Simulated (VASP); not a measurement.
Crystal: MnS.

```
Mn S
1.0
     0.00000    2.60450    2.60450
     2.60450    0.00000    2.60450
     2.60450    2.60450    0.00000
Mn S
1 1
Direct
  0.00000 0.00000 0.00000
  0.50000 0.50000 0.50000
```

| Property | Result |
| --- | --- |
| Program | VASP 6.6.1 |
| Task | single point |
| Functional | PBEsol |
| Potentials or basis | VASP PAW PBE potentials, release 64 (Mn_pv, S) |
| Cutoff | 520 eV |
| k mesh | 9 × 9 × 9 |
| Occupations | fermi-dirac, width 0.05 eV |
| Spin | collinear spin, ferromagnetic start |
| Starting moments | [4.0, 0.0] μB |

On this cell: pressure -7.2 GPa; largest force zero by symmetry; net moment 4.69 μB per cell; site moments Mn +4.23; S +0.10 μB; band gap on the k mesh none (metal or under the smearing width).

The same run follows on a disturbed copy (atoms moved at random, drawn with an rms of 0.05 Å):

```xyz
2
Lattice="0.0000 2.6045 2.6045 2.6045 0.0000 2.6045 2.6045 2.6045 0.0000" Properties=species:S:1:pos:R:3 pbc="T T T"
Mn   -0.0243   -0.0200    0.0149
S     2.6020    2.5893    2.6505
```

Q: What changes?

A: The energy (extrapolated to zero smearing) moves by +0.8 meV/atom; pressure -7.1 GPa; largest force 0.088 eV/Å; net moment 4.69 μB per cell; site moments Mn +4.23; S +0.10 μB; band gap on the k mesh none (metal or under the smearing width).

Forces in eV/Å, atoms in the order of the input:
```
Mn   0.050  0.011  0.072
S   -0.050 -0.011 -0.072
```

Caveats: the PAW data sets were made with another functional, which shifts forces and pressure a little; a cell with one magnetic atom can't hold antiferromagnetic order, which such compounds often take; semilocal functionals often make such compounds metallic where correlation or magnetic order opens a gap, which also shifts bond lengths.
